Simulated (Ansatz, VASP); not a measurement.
One calculation of Cu, two programs

Contents of INCAR:

```
PREC     = Accurate       # precision mode
ENCUT    = 520            # plane-wave cutoff, eV
EDIFF    = 1E-6           # SCF threshold, eV
ISMEAR   = -1             # smearing method
SIGMA    = 0.05           # smearing width, eV
LREAL    = False          # projectors in reciprocal space
LASPH    = True           # aspherical terms in the spheres
NELM     = 60             # most SCF steps
ALGO     = Normal         # electronic algorithm
ISIF     = 2              # what is computed and relaxed
LWAVE    = False          # write WAVECAR
LCHARG   = False          # write CHGCAR
GGA      = PE             # functional
NBANDS   = 18             # bands
```

File KPOINTS:

```
regular mesh
0
Gamma
  11 11 11
```

Contents of POSCAR:

```
Cu
1.0
    0.0000000000      2.4627820114      2.4627820114
    2.4627820114      0.0000000000      2.4627820114
    2.4627820114      2.4627820114      0.0000000000
Cu
2
Direct
   -0.2600000000     -0.0800000000     -0.0800000000
    0.2600000000      0.0800000000      0.0800000000
```

Input for Ansatz:

```yaml
crystal:
  lattice:
    - [0.0, 2.4627820114, 2.4627820114]
    - [2.4627820114, 0.0, 2.4627820114]
    - [2.4627820114, 2.4627820114, 0.0]
  atoms:
    - { symbol: Cu, position: [-0.26, -0.08, -0.08] }
    - { symbol: Cu, position: [0.26, 0.08, 0.08] }
kpoints:
  mp_grid: { grid: [11, 11, 11] }
scf:
  occupations: { method: fermi_dirac, width: 0.05 }
hamiltonian:
  xc: pbe
  pseudopotentials: { kind: all_electron, lapw: { basis_error: 0.001 } }
output:
  forces: true
  stress: true
  eigenvalues: true
  populations: true
```

Change from the starting cell: shortest bond scaled by 0.64, LAPW.

Alike in both runs: task single point; functional PBE; k mesh 11 × 11 × 11; occupations fermi-dirac, width 0.05 eV; no spin polarisation.

|  | VASP | Ansatz |
| --- | --- | --- |
| version | VASP 6.6.1 | Ansatz 0.2.0 |
| potentials or method | VASP PAW PBE potentials, release 64 (Cu) | all-electron LAPW, scalar-relativistic |
| plane-wave cutoff (eV) | 520 | see its input |

Ansatz gave:

- pressure (GPa): 176.5
- largest component of the traceless stress (GPa): 184.96
- rms of the force components (eV/Å): 43.704

**Question.** What did VASP give for the same quantities?

**Answer.** Pressure (GPa): 52.4; largest component of the traceless stress (GPa): 61.03; rms of the force components (eV/Å): 14.413.

Atom by atom the forces differ by 29.291 eV/Å (rms over components). Ansatz ran all-electron here, so the differences hold the error of VASP's frozen core and of both bases.

Caveats: so large a pressure means that the cell lies far from this level's equilibrium, or that cutoff or potentials fall short (VASP); forces of over 1 eV/Å show positions far from the minimum, so gaps and moduli don't describe the material at rest.
